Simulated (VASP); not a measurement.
C, 2 atoms in the cell. The cell holds a slab with vacuum, 2 atoms: a = 2.466 Å, b = 2.466 Å, c = 18.034 Å, α = 90.00°, β = 90.00°, γ = 120.00°. 

- Program: VASP 6.6.1
- Task: relaxation of cell and atoms
- Functional: PBE
- Dispersion: D3(BJ)
- Potentials or basis: VASP PAW PBE potentials, release 64 (C)
- Cutoff: 600 eV
- k mesh: 15 × 15 × 1
- Occupations: gaussian, width 0.03 eV
- Spin: no spin polarisation
- Further INCAR settings: ALGO = Normal; EDIFF = 1e-07; IBRION = 2; EDIFFG = -0.005; NSW = 90; ISIF = 3

Potentials or basis: VASP PAW PBE potentials, release 64 (C).

Run with:

```console
$ cat potpaw_PBE.64/C/POTCAR > POTCAR
$ mpirun -np 1 vasp_std > vasp.out
```

Hardware: 1 thread of Intel(R) Xeon(R) Platinum 8559C (Emerald Rapids), with other jobs on the host.

Question: Estimate the wall time of this run.

Answer: Run time: 25 s on 1 thread of Intel(R) Xeon(R) Platinum 8559C (Emerald Rapids), on a shared host, peak memory 0.22 GiB. Counts: scf iterations 20, k points 27, ion steps 1.
